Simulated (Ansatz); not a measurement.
# P: equation of state with LDA

The system is P.

```
P
1.0
     1.64774   -5.46504    0.00000
     1.64774    5.46504    0.00000
     0.00000    0.00000    4.54364
P
4
Direct
  0.90414 0.09586 0.58882
  0.09586 0.90414 0.41118
  0.59586 0.40414 0.08882
  0.40414 0.59586 0.91118
```

```json
{
  "Program": "Ansatz 0.2.0",
  "Task": "equation of state",
  "Functional": "LDA",
  "Potentials or basis": "JTH PAW LDA",
  "Cutoff": "870 eV",
  "Density cutoff": "4350 eV",
  "k mesh": "8 × 8 × 6",
  "Occupations": "fermi-dirac, width 0.05 eV",
  "Spin": "no spin polarisation"
}
```

```json
{
 "Equilibrium volume": "19.88 Å³/atom",
 "Bulk modulus at fixed shape and positions": "80 GPa",
 "Pressure derivative of the bulk modulus": "4.4"
}
```

Energy against volume, from the lowest point:
| volume (Å³/atom) | energy (meV/atom) |
| --- | --- |
| 19.230 | 5.22 |
| 19.639 | 0.36 |
| 20.049 | 0.00 |
| 20.458 | 3.68 |
| 20.867 | 10.97 |
| 21.276 | 21.50 |
| 21.685 | 34.92 |

All runs of the series together: 61 s on 2 threads of AMD EPYC 7R43 64-Core Processor (Zen 3), on a shared host.

Caveat: the cell was scaled at fixed shape and fractional positions, which overstates the stiffness of a crystal with free parameters, most of all of layers and chains.
